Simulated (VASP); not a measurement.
This VASP 6.6.1 run on Ca needs a look.

Contents of INCAR:

```
SYSTEM = Ca
  PREC = Accurate
  ENCUT = 600
  EDIFF = 1E-7
  ISMEAR = -1
  SIGMA = 0.05
  LREAL = .FALSE.
  LASPH = .TRUE.
  NELM = 75
  ALGO = Normal
  ISIF = 3
  LWAVE = .FALSE.
  LCHARG = .FALSE.
  GGA = B5
  ALDAX = 1.0
  AGGAX = 1.0
  AGGAC = 1.0
  ALDAC = 0.0
  IBRION = 2
  NSW = 30
  EDIFFG = -0.005
  ISPIN = 2
  NUPDOWN = 60
```

The input KPOINTS:

```
regular mesh
0
G
  8 8 8
  0 0 0
```

File POSCAR:

```
Ca
1.0
   -2.2400000000      2.2400000000      2.2400000000
    2.2400000000     -2.2400000000      2.2400000000
    2.2400000000      2.2400000000     -2.2400000000
Ca
1
Direct
    0.0000000000      0.0000000000      0.0000000000
```

Potentials or basis: VASP PAW PBE potentials, release 64 (Ca_sv).

Launch:

```sh
$ cat potpaw_PBE.64/Ca_sv/POTCAR > POTCAR
$ mpirun -np 1 vasp_std > vasp.out
```

OUTCAR:

```text
SYSTEM = Ca
   PREC = Accurate
   ENCUT = 600
   EDIFF = 1E-7
   ISMEAR = -1
   LREAL = .FALSE.
   LASPH = .TRUE.
   NELM = 75
   ISIF = 3
   GGA = B5
   IBRION = 2
   NSW = 30
   EDIFFG = -0.005
   ISPIN = 2
   NUPDOWN = 60

 ion  position               nearest neighbor table
   1  0.000  0.000  0.000-

  LATTYP: Found a body centered cubic cell.
 ALAT       =     4.4800000000

  Lattice vectors:

 A1 = (  -2.2400000000,   2.2400000000,   2.2400000000)
 A2 = (   2.2400000000,  -2.2400000000,   2.2400000000)
 A3 = (   2.2400000000,   2.2400000000,  -2.2400000000)

[... 131 lines left out ...]
   ICHARG =      2    charge: 1-file 2-atom 10-const
   ISPIN  =      2    spin polarized calculation?
   LNONCOLLINEAR =      F non collinear calculations
   LSORBIT =      F    spin-orbit coupling
   LASPH  =      T    aspherical Exc in radial PAW
   ENCUT  =  600.0 eV  44.10 Ry    6.64 a.u.   7.75  7.75  7.75*2*pi/ulx,y,z
   NELM   =     75;   NELMIN=  2; NELMDL= -5     # of ELM steps
   EDIFF  = 0.1E-06   stopping-criterion for ELM
   LREAL  =      F    real-space projection
   EDIFFG = -.5E-02   stopping-criterion for IOM
   NSW    =     30    number of steps for IOM
   IBRION =      2    ionic relax: 0-MD 1-quasi-New 2-CG
   NFREE  =      1    steps in history (QN), initial steepest desc. (CG)
   ISIF   =      3    stress and relaxation
   ISYM   =      2    0-nonsym 1-usesym 2-fastsym
   POTIM  = 0.5000    time-step for ionic-motion
   TEBEG  =    0.0;   TEEND  =   0.0 temperature during run
   PSTRESS=    0.0 pullay stress
   NELECT =      10.0000    total number of electrons
   NUPDOWN=      60.0000    fix difference up-down
   EMIN   =  10.00;   EMAX   =-10.00  energy-range for DOS
   EFERMI =   0.00;   METHOD = LEGACY
   ISMEAR =    -1;   SIGMA  =   0.05  broadening in eV -4-tet -1-fermi 0-gaus
   EFERMI_NEDOS =   21; number of points for ismear=-14 and -15
   IALGO  =     38    algorithm
   IMIX   =      4    mixing-type and parameters
     AMIX     =   0.40;   BMIX     =  1.00
     AMIX_MAG =   1.60;   BMIX_MAG =  1.00
  volume/ion in A,a.u.               =      44.96       303.39
  Fermi-wavevector in a.u.,A,eV,Ry     =   0.991913  1.874443 13.386649  0.983891
  Thomas-Fermi vector in A             =   2.123688
   LORBIT       =      0    0 simple, 1 ext, 2 COOP (PROOUT), +10 PAW based schemes
   GGA     = B5    functional components
   LHFCALC =     F    Hartree Fock is set to
   AEXX    =    0.0000 exact exchange contribution
   IVDW    =     0    specifies the selected vdW correction
   LEPSILON=     F    determine dielectric tensor
   LRPA    =     F    only Hartree local field effects (RPA)
 conjugate gradient relaxation of ions
 spin polarized calculation
  energy-cutoff  :      600.00
  volume of cell :       44.96
 maximum number of plane-waves:      1509
   NGX = 15   NGY = 15   NGZ = 15
```

On the terminal:

```text
POSCAR found type information on POSCAR Ca
 POSCAR found :  1 types and       1 ions
[... 33 lines left out ...]
 WAVECAR not read
 entering main loop
```

Q: How did it end, and where is the flaw?

A: The run was cut off at its time limit. The input holds a flaw that was put in on purpose: moment fixed beyond the electrons at hand (ISPIN = 2; NUPDOWN = 60).
